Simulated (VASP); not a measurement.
# Al (Im-3m) in VASP: a series of runs

Runs on Al. Level: PBEsol. Tasks: single point.

All numbers are computed with VASP 6.6.1; they aren't measurements. Logs are shortened: lines on timing, memory, paths and dates and some standing lists are left out, and cuts for length are marked.

## 1. The crystal as given

The structure is cubic, space group Im-3m (No. 229). The conventional cell has a = 3.182 Å, b = 3.182 Å, c = 3.182 Å, α = 90.00°, β = 90.00°, γ = 90.00°. Al (site symmetry m-3m) has 8 Al at 2.76 Å as nearest neighbours.

This isn't the form of Al at room conditions, which is fcc.

## 2. Single point, PBEsol

Contents of INCAR:

```
ADDGRID = F
ALGO = Normal
EDIFF = 1E-7
ENCUT = 400
GGA = PS
ISIF = 2
ISMEAR = 1
LASPH = T
LCHARG = F
LREAL = F
LWAVE = F
NELM = 100
PREC = Accurate
SIGMA = 0.15
```

Contents of KPOINTS:

```
k-points
0
Gamma
  10 10 10
```

Contents of POSCAR:

```
Al
1.0
   -1.5912186900      1.5912186900      1.5912186900
    1.5912186900     -1.5912186900      1.5912186900
    1.5912186900      1.5912186900     -1.5912186900
Al
1
Direct
    0.0000000000      0.0000000000      0.0000000000
```

Potentials or basis: VASP PAW PBE potentials, release 64 (Al).

The run is started by

```sh
$ cat potpaw_PBE.64/Al/POTCAR > POTCAR
$ mpirun -np 1 vasp_std > vasp.out
```

OUTCAR:

```text
EDIFF = 1E-7
   ENCUT = 400
   GGA = PS
   ISIF = 2
   ISMEAR = 1
   LASPH = T
   LREAL = F
   NELM = 100
   PREC = Accurate

 Found     47 irreducible k-points:

 Following reciprocal coordinates:
            Coordinates               Weight
  0.000000  0.000000  0.000000      1.000000
  0.100000  0.000000  0.000000     12.000000
  0.200000  0.000000  0.000000     12.000000
  0.300000  0.000000  0.000000     12.000000
  0.400000  0.000000  0.000000     12.000000
  0.500000  0.000000  0.000000      6.000000
   k-points           NKPTS =     47   k-points in BZ     NKDIM =     47   number of bands    NBANDS=      5
   number of dos      NEDOS =    301   number of ions     NIONS =      1
   total plane-waves  NPLWV =   5832
   dimension x,y,z NGX =    18 NGY =   18 NGZ =   18
   dimension x,y,z NGXF=    36 NGYF=   36 NGZF=   36
   ions per type =               1
   NGX,Y,Z   is equivalent  to a cutoff of  10.86, 10.86, 10.86 a.u.
   NGXF,Y,Z  is equivalent  to a cutoff of  21.72, 21.72, 21.72 a.u.
 SYSTEM =  unknown system
   PREC   = accura    normal or accurate (medium, high low for compatibility)
   ISTART =      0    job   : 0-new  1-cont  2-samecut
   ICHARG =      2    charge: 1-file 2-atom 10-const
   ISPIN  =      1    spin polarized calculation?
   LNONCOLLINEAR =      F non collinear calculations
   LSORBIT =      F    spin-orbit coupling
   LASPH  =      T    aspherical Exc in radial PAW
   ENCUT  =  400.0 eV  29.40 Ry    5.42 a.u.   4.49  4.49  4.49*2*pi/ulx,y,z
   NELM   =    100;   NELMIN=  2; NELMDL= -5     # of ELM steps
   EDIFF  = 0.1E-06   stopping-criterion for ELM
   LREAL  =      F    real-space projection
   EDIFFG = 0.1E-05   stopping-criterion for IOM
   NSW    =      0    number of steps for IOM
   IBRION =     -1    ionic relax: 0-MD 1-quasi-New 2-CG
   NFREE  =      0    steps in history (QN), initial steepest desc. (CG)
   ISIF   =      2    stress and relaxation
   ISYM   =      2    0-nonsym 1-usesym 2-fastsym
   POTIM  = 0.5000    time-step for ionic-motion
   TEBEG  =    0.0;   TEEND  =   0.0 temperature during run
   PSTRESS=    0.0 pullay stress
   NELECT =       3.0000    total number of electrons
   NUPDOWN=      -1.0000    fix difference up-down
   EMIN   =  10.00;   EMAX   =-10.00  energy-range for DOS
   EFERMI =   0.00;   METHOD = LEGACY
   ISMEAR =     1;   SIGMA  =   0.15  broadening in eV -4-tet -1-fermi 0-gaus
   EFERMI_NEDOS =   21; number of points for ismear=-14 and -15
   IALGO  =     38    algorithm
   IMIX   =      4    mixing-type and parameters
     AMIX     =   0.40;   BMIX     =  1.00
     AMIX_MAG =   1.60;   BMIX_MAG =  1.00
  volume/ion in A,a.u.               =      16.12       108.75
  Fermi-wavevector in a.u.,A,eV,Ry     =   0.934757  1.766435 11.888371  0.873771
  Thomas-Fermi vector in A             =   2.061595
   LORBIT       =      0    0 simple, 1 ext, 2 COOP (PROOUT), +10 PAW based schemes
   GGA     = PS    functional components
   LHFCALC =     F    Hartree Fock is set to
   AEXX    =    0.0000 exact exchange contribution
   IVDW    =     0    specifies the selected vdW correction
   LEPSILON=     F    determine dielectric tensor
   LRPA    =     F    only Hartree local field effects (RPA)
 non-spin polarized calculation
 Methfessel and Paxton  Order N= 1 SIGMA  =   0.15
  energy-cutoff  :      400.00
  volume of cell :       16.12
 maximum number of plane-waves:       321
 NGX is ok and might be reduce to    18
   NGX =  9   NGY =  9   NGZ =  9

 number of electron       3.0000000 magnetization

 Free energy of the ion-electron system (eV)
  ---------------------------------------------------
  ext. energy  EPLUGINS =         0.00000000
  ---------------------------------------------------
  free energy    TOTEN  =        -4.00392290 eV

  energy without entropy =       -4.00349122  energy(sigma->0) =       -4.00377901

 E-fermi :   8.1626     XC(G=0): -10.3463

 val. band max:        8.1143245494   @ k =   0.5000   0.5000   0.4000
 cond. band min:       8.1797441790   @ k =  -0.4000   0.4000   0.2000
 fundamental gap:      0.0654196295
 Fermi energy:         8.1625749003

 k-point     1 :       0.0000    0.0000    0.0000
  band No.  band energies     occupation
      1      -3.0909      2.00000
      2      21.5873      0.00000
      3      21.5873      0.00000
      4      21.5873      0.00000
      5      23.2299      0.00000

 k-point     2 :       0.1000    0.0000    0.0000
  band No.  band energies     occupation
      1      -2.7988      2.00000
      2      18.7587      0.00000
      3      20.1502      0.00000
      4      20.5599      0.00000
      5      22.1295      0.00000

 k-point     3 :       0.2000    0.0000    0.0000
  band No.  band energies     occupation
      1      -1.9262      2.00000
      2      14.5794      0.00000
      3      18.5819      0.00000
      4      18.9267      0.00000
      5      20.5506      0.00000

 k-point     4 :       0.3000    0.0000    0.0000
  band No.  band energies     occupation
      1      -0.4839      2.00000
      2      10.6296     -0.00000
      3      17.4452      0.00000
      4      17.6094      0.00000
      5      19.3299      0.00000

 k-point     5 :       0.4000    0.0000    0.0000
  band No.  band energies     occupation
      1       1.5089      2.00000
      2       7.1108      2.00000
      3      16.7639      0.00000
      4      16.7900      0.00000
      5      18.5829      0.00000

 k-point     6 :       0.5000    0.0000    0.0000
  band No.  band energies     occupation
      1       3.7926      2.00000
      2       4.3163      2.00000
      3      16.5132      0.00000
      4      16.5371      0.00000
      5      18.3325      0.00000

 [... further k-points ...]

------------------------ aborting loop because EDIFF is reached ----------------------------------------

  FORCE on cell =-STRESS in cart. coord.  units (eV):
  Direction    XX          YY          ZZ          XY          YZ          ZX
  --------------------------------------------------------------------------------------
  -------------------------------------------------------------------------------------
  Total        0.2824617      0.2824617      0.2824617      0.0000000      0.0000000      0.0000000
  in kB       28.0815170     28.0815170     28.0815170      0.0000000      0.0000000      0.0000000
  external PRESSURE =      28.0815170 kB  Pullay stress =       0.0000000 kB

 VOLUME and BASIS-vectors are now :
 -----------------------------------------------------------------------------
  energy-cutoff  :      400.00
  volume of cell :       16.12
      direct lattice vectors                 reciprocal lattice vectors
    -1.591218690  1.591218690  1.591218690     0.000000000  0.314224565  0.314224565
     1.591218690 -1.591218690  1.591218690     0.314224565  0.000000000  0.314224565
     1.591218690  1.591218690 -1.591218690     0.314224565  0.314224565  0.000000000

 POSITION                                       TOTAL-FORCE (eV/Angst)
 -----------------------------------------------------------------------------------
      0.00000      0.00000      0.00000        -0.000000      0.000000      0.000000
 -----------------------------------------------------------------------------------
    total drift:                                0.000000      0.000000      0.000000

  FREE ENERGIE OF THE ION-ELECTRON SYSTEM (eV)
  ---------------------------------------------------
  free  energy   TOTEN  =        -4.0039229009 eV

  energy  without entropy=       -4.0034912224  energy(sigma->0) =       -4.00377901
```

It used 3.4 s of CPU time on 1 thread of Intel(R) Xeon(R) Platinum 8375C CPU @ 2.90GHz (Ice Lake), on a shared host, which was overloaded at the time.

The run converged, but some of its settings lie outside the range that counts as converged, so its numbers aren't taken as properties of the crystal.

What came out:

```
Free energy            : -4.0039 eV
Pressure               : 2.8 GPa
Band gap on the k mesh : none (metal or under the smearing width)
```

Caveat: the PAW data sets were made with another functional, which shifts forces and pressure a little.

## 3. Single point, PBEsol

INCAR is that of step 2.

KPOINTS is that of step 2.

Contents of POSCAR:

```
Al
1.0
   -1.5505220000      1.6151010000      1.5901740000
    1.5972310000     -1.6159030000      1.6376860000
    1.5218560000      1.5872370000     -1.5909760000
Al
1
Direct
   -0.0427450000     -0.0166940000     -0.0578530000
```

Potentials or basis: VASP PAW PBE potentials, release 64 (Al).

The run is started by

```sh
$ cat potpaw_PBE.64/Al/POTCAR > POTCAR
$ mpirun -np 1 vasp_std > vasp.out
```

OUTCAR:

```text
EDIFF = 1E-7
   ENCUT = 400
   GGA = PS
   ISIF = 2
   ISMEAR = 1
   LASPH = T
   LREAL = F
   NELM = 100
   PREC = Accurate

 Found    504 irreducible k-points:

 Following reciprocal coordinates:
            Coordinates               Weight
  0.000000  0.000000  0.000000      1.000000
  0.100000 -0.000000  0.000000      2.000000
  0.200000 -0.000000  0.000000      2.000000
  0.300000 -0.000000  0.000000      2.000000
  0.400000 -0.000000  0.000000      2.000000
  0.500000  0.000000 -0.000000      1.000000
   k-points           NKPTS =    504   k-points in BZ     NKDIM =    504   number of bands    NBANDS=      5
   number of dos      NEDOS =    301   number of ions     NIONS =      1
   total plane-waves  NPLWV =   5832
   dimension x,y,z NGX =    18 NGY =   18 NGZ =   18
   dimension x,y,z NGXF=    36 NGYF=   36 NGZF=   36
   ions per type =               1
   NGX,Y,Z   is equivalent  to a cutoff of  10.90, 10.68, 11.03 a.u.
   NGXF,Y,Z  is equivalent  to a cutoff of  21.79, 21.37, 22.05 a.u.
 SYSTEM =  unknown system
   PREC   = accura    normal or accurate (medium, high low for compatibility)
   ISTART =      0    job   : 0-new  1-cont  2-samecut
   ICHARG =      2    charge: 1-file 2-atom 10-const
   ISPIN  =      1    spin polarized calculation?
   LNONCOLLINEAR =      F non collinear calculations
   LSORBIT =      F    spin-orbit coupling
[... 56 lines left out ...]
 cond. band min:       8.2031704316   @ k =   0.0000   0.2000   0.5000
 fundamental gap:      0.0124728369
 Fermi energy:         8.1972353526

 k-point     1 :       0.0000    0.0000    0.0000
  band No.  band energies     occupation
      1      -3.0917      2.00000
      2      21.0475      0.00000
      3      21.6467      0.00000
      4      21.9525      0.00000
      5      22.7736      0.00000
[... 33 lines left out ...]
 k-point     6 :       0.5000    0.0000   -0.0000
  band No.  band energies     occupation
      1       3.6958      2.00000
      2       4.1281      2.00000
      3      16.7243      0.00000
      4      16.8521      0.00000
      5      19.0821      0.00000

 [... further k-points ...]

------------------------ aborting loop because EDIFF is reached ----------------------------------------

  FORCE on cell =-STRESS in cart. coord.  units (eV):
  Direction    XX          YY          ZZ          XY          YZ          ZX
  --------------------------------------------------------------------------------------
  -------------------------------------------------------------------------------------
  Total        0.3416490      0.2286220      0.2836305      0.1639612      0.0006560     -0.2742850
  in kB       33.9657558     22.7289321     28.1977250     16.3005513      0.0652177    -27.2686224
  external PRESSURE =      28.2974710 kB  Pullay stress =       0.0000000 kB

 VOLUME and BASIS-vectors are now :
 -----------------------------------------------------------------------------
  energy-cutoff  :      400.00
  volume of cell :       16.12
      direct lattice vectors                 reciprocal lattice vectors
    -1.550522000  1.615101000  1.590174000    -0.001770503  0.312333611  0.309906003
     1.597231000 -1.615903000  1.637686000     0.316062363  0.002905701  0.305229896
     1.521856000  1.587237000 -1.590976000     0.323572133  0.315167177 -0.004603969

 POSITION                                       TOTAL-FORCE (eV/Angst)
 -----------------------------------------------------------------------------------
      1.52013      1.45255      1.63362         0.000000      0.000000     -0.000000
 -----------------------------------------------------------------------------------
    total drift:                                0.000001      0.000001      0.000002

  FREE ENERGIE OF THE ION-ELECTRON SYSTEM (eV)
  ---------------------------------------------------
  free  energy   TOTEN  =        -3.9961524532 eV

  energy  without entropy=       -3.9962890237  energy(sigma->0) =       -3.99619798
```

stdout:

```text
POSCAR found type information on POSCAR Al
 POSCAR found :  1 types and       1 ions
 scaLAPACK will be used
 -----------------------------------------------------------------------------
|                                                                             |
|                                                                             |
|     You enforced a specific xc type in the INCAR file but a different       |
|     I HOPE YOU KNOW WHAT YOU ARE DOING!                                     |
|                                                                             |
 -----------------------------------------------------------------------------

 LDA part: xc-table for (Slater+PW92), standard interpolation
 POSCAR, INCAR and KPOINTS ok, starting setup
 FFT: planning ... GRIDC
 FFT: planning ... GRID_SOFT
 FFT: planning ... GRID
 WAVECAR not read
 entering main loop
```

Run time: 28 s. Hardware: 1 thread of Intel Xeon Platinum 8375C at 2.90GHz (Ice Lake), shared host; peak memory 0.13 GiB.

The run converged, but some of its settings lie outside the range that counts as converged, so its numbers aren't taken as properties of the crystal.

What came out:

| Item | Value |
| --- | --- |
| Free energy | -3.9962 eV |
| Pressure | 2.8 GPa |
| Band gap on the k mesh | none (metal or under the smearing width) |

Caveat: the PAW data sets were made with another functional, which shifts forces and pressure a little.

## 4. Single point, PBEsol

Edit INCAR of step 3 so:

```diff
@@ -13,2 +13,2 @@
 PREC = Accurate
-SIGMA = 0.15
+SIGMA = 0.4
```

KPOINTS is that of step 3.

Contents of POSCAR:

```
Al
1.0
   -1.5912186900      1.5912186900      1.5912186900
    1.5912186900     -1.5912186900      1.5912186900
    1.5912186900      1.5912186900     -1.5912186900
Al
1
Direct
    0.0000000000      0.0000000000      0.0000000000
```

The run is started by

```sh
$ cat potpaw_PBE.64/Al/POTCAR > POTCAR
$ mpirun -np 1 vasp_std > vasp.out
```

Wall time 6.6 s (1 thread of Intel Xeon Platinum 8375C at 2.90GHz (Ice Lake), shared host); peak memory 0.11 GiB.

The run converged, but some of its settings lie outside the range that counts as converged, so its numbers aren't taken as properties of the crystal.

Results:

| Property | Result |
| --- | --- |
| Free energy | -4.0026 eV |
| Pressure | 2.8 GPa |
| Band gap on the k mesh | none (metal or under the smearing width) |

Caveat: the PAW data sets were made with another functional, which shifts forces and pressure a little.

## 5. Single point, PBEsol

INCAR is that of step 4.

KPOINTS is that of step 4.

Contents of POSCAR:

```
Al
1.0
   -1.5505220000      1.6151010000      1.5901740000
    1.5972310000     -1.6159030000      1.6376860000
    1.5218560000      1.5872370000     -1.5909760000
Al
1
Direct
   -0.0427450000     -0.0166940000     -0.0578530000
```

Potentials or basis: VASP PAW PBE potentials, release 64 (Al).

The run is started by

```sh
$ cat potpaw_PBE.64/Al/POTCAR > POTCAR
$ mpirun -np 1 vasp_std > vasp.out
```

OUTCAR:

```text
EDIFF = 1E-7
   ENCUT = 400
   GGA = PS
   ISIF = 2
   ISMEAR = 1
   LASPH = T
   LREAL = F
   NELM = 100
   PREC = Accurate

 Found    504 irreducible k-points:

 Following reciprocal coordinates:
            Coordinates               Weight
  0.000000  0.000000  0.000000      1.000000
  0.100000 -0.000000  0.000000      2.000000
  0.200000 -0.000000  0.000000      2.000000
  0.300000 -0.000000  0.000000      2.000000
  0.400000 -0.000000  0.000000      2.000000
  0.500000  0.000000 -0.000000      1.000000
[... 124 lines left out ...]

------------------------ aborting loop because EDIFF is reached ----------------------------------------

  FORCE on cell =-STRESS in cart. coord.  units (eV):
  Direction    XX          YY          ZZ          XY          YZ          ZX
  --------------------------------------------------------------------------------------
  -------------------------------------------------------------------------------------
  Total        0.3247094      0.2356045      0.2766894      0.1504326     -0.0007570     -0.2625700
  in kB       32.2816628     23.4231117     27.5076574     14.9555776     -0.0752563    -26.1039433
  external PRESSURE =      27.7374773 kB  Pullay stress =       0.0000000 kB

 VOLUME and BASIS-vectors are now :
 -----------------------------------------------------------------------------
  energy-cutoff  :      400.00
  volume of cell :       16.12
      direct lattice vectors                 reciprocal lattice vectors
    -1.550522000  1.615101000  1.590174000    -0.001770503  0.312333611  0.309906003
     1.597231000 -1.615903000  1.637686000     0.316062363  0.002905701  0.305229896
     1.521856000  1.587237000 -1.590976000     0.323572133  0.315167177 -0.004603969

 POSITION                                       TOTAL-FORCE (eV/Angst)
 -----------------------------------------------------------------------------------
      1.52013      1.45255      1.63362         0.000000      0.000000     -0.000000
 -----------------------------------------------------------------------------------
    total drift:                                0.000001      0.000001      0.000002

  FREE ENERGIE OF THE ION-ELECTRON SYSTEM (eV)
  ---------------------------------------------------
  free  energy   TOTEN  =        -3.9958059674 eV

  energy  without entropy=       -3.9961877846  energy(sigma->0) =       -3.99593324
```

stdout:

```text
POSCAR found type information on POSCAR Al
 POSCAR found :  1 types and       1 ions
 scaLAPACK will be used
 -----------------------------------------------------------------------------
|                                                                             |
|                                                                             |
|     You enforced a specific xc type in the INCAR file but a different       |
|     I HOPE YOU KNOW WHAT YOU ARE DOING!                                     |
|                                                                             |
 -----------------------------------------------------------------------------

 LDA part: xc-table for (Slater+PW92), standard interpolation
 POSCAR, INCAR and KPOINTS ok, starting setup
 FFT: planning ... GRIDC
 FFT: planning ... GRID_SOFT
 FFT: planning ... GRID
 WAVECAR not read
 entering main loop
```

It took 31 s on 1 thread of Intel Xeon Platinum 8375C at 2.90GHz (Ice Lake), shared host; peak memory 0.13 GiB.

These settings aren't checked as converged: the numbers below hold their error.

What came out:

```
Free energy            : -3.9958 eV
Pressure               : 2.8 GPa
Band gap on the k mesh : none (metal or under the smearing width)
```

Caveat: the PAW data sets were made with another functional, which shifts forces and pressure a little.

## 6. For comparison

An earlier run on the cell as given: functional PBEsol; potentials or basis VASP PAW PBE potentials, release 64 (Al); cutoff 520 eV; k mesh 12 × 12 × 12; occupations fermi-dirac, width 0.05 eV; no spin polarisation.

* Pressure: 2.3 GPa
* Band gap on the k mesh: none (metal or under the smearing width)
